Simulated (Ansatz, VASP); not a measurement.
**SbS4: VASP beside Ansatz**

The input INCAR:

```
PREC = Accurate
ENCUT = 520
EDIFF = 1E-6
ISMEAR = 0
SIGMA = 0.1
LREAL = F
LASPH = T
NELM = 60
ALGO = Normal
ISIF = 2
LWAVE = F
LCHARG = F
GGA = PE
NBANDS = 22
```

File KPOINTS:

```
Automatic mesh
0
Gamma
  4 4 4
```

POSCAR

```
SbS4
1.0
    5.1416883000      0.0000000000      0.0000000000
    0.0000000000      5.1416883000      0.0000000000
    0.0000000000      0.0000000000      5.1416883000
Sb S
1 4
Direct
    0.0000000000      0.0000000000      0.0000000000
    0.2500000000      0.2500000000      0.2500000000
    0.7500000000      0.7500000000      0.2500000000
    0.2500000000      0.7500000000      0.7500000000
    0.7500000000      0.2500000000      0.7500000000
```

Input for Ansatz:

```yaml
crystal:
  lattice:
    - [5.1416883, 0.0, 0.0]
    - [0.0, 5.1416883, 0.0]
    - [0.0, 0.0, 5.1416883]
  atoms:
    - { symbol: Sb, position: [0.0, 0.0, 0.0] }
    - { symbol: S, position: [0.25, 0.25, 0.25] }
    - { symbol: S, position: [0.75, 0.75, 0.25] }
    - { symbol: S, position: [0.25, 0.75, 0.75] }
    - { symbol: S, position: [0.75, 0.25, 0.75] }
basis:
  ecutwfc: 420
kpoints:
  mp_grid: { grid: [4, 4, 4] }
hamiltonian:
  xc: pbe
scf:
  occupations: { method: gaussian, width: 0.1 }
  lower_state_search: "off"
output:
  forces: true
  stress: true
  eigenvalues: true
```

Change from the starting cell: species swapped into the SnI4 type (P-43m, No. 215).

Alike in both runs: task single point; functional PBE; k mesh 4 × 4 × 4; occupations gaussian, width 0.1 eV; no spin polarisation.

```csv
,VASP,Ansatz
version,VASP 6.6.1,Ansatz 0.2.0
potentials or method,"VASP PAW PBE potentials, release 64 (Sb, S)","scalar-relativistic, plane waves, PAW"
plane-wave cutoff (eV),520,420
valence electrons in the cell,29,39
```

|  | VASP | Ansatz | Ansatz less VASP |
| --- | --- | --- | --- |
| gap on the k mesh at the Fermi level (eV) | none | none | - |
| pressure (GPa) | 7.3 | 7.0 | -0.26 |
| rms of the force components (eV/Å) | 1.391 | 1.346 | -0.0444 |

A gap of «none» marks a metal or a gap that the smearing closes. With one functional, cell and mesh, what is left measures potentials, basis and numerics. The two sets of potentials don't hold the same shells in valence.

Spin-orbit coupling is left out, which matters for the levels of Sb.
